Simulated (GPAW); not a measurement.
Hf:

```
Hf
1.0
     4.96233    0.00000    0.00000
    -2.48116    4.29750    0.00000
     0.00000    0.00000    3.08623
Hf
3
Direct
  0.00000 0.00000 0.00000
  0.33333 0.66667 0.50000
  0.66667 0.33333 0.50000
```

This isn't the form of Hf at room conditions, which is hcp.

Base run:

```yaml
Program: GPAW 26.7.0
Functional: LDA
Potentials_or_basis: the program's PAW data sets (release 1.2.1) made for this functional
Cutoff: 600 eV
Basis: pw
k_mesh: 5 × 5 × 7
Occupations: fermi-dirac, width 0.05 eV
Spin: no spin polarisation
```

Its results: pressure -6.6 GPa.

Question: The run is repeated on the same cell with these changes: functional from LDA to PBEsol; potentials or basis from the program's PAW data sets (release 1.2.1) made for this functional to PAW data sets generated in the run's folder for this functional. What comes out?

Answer: Pressure -2.5 GPa.
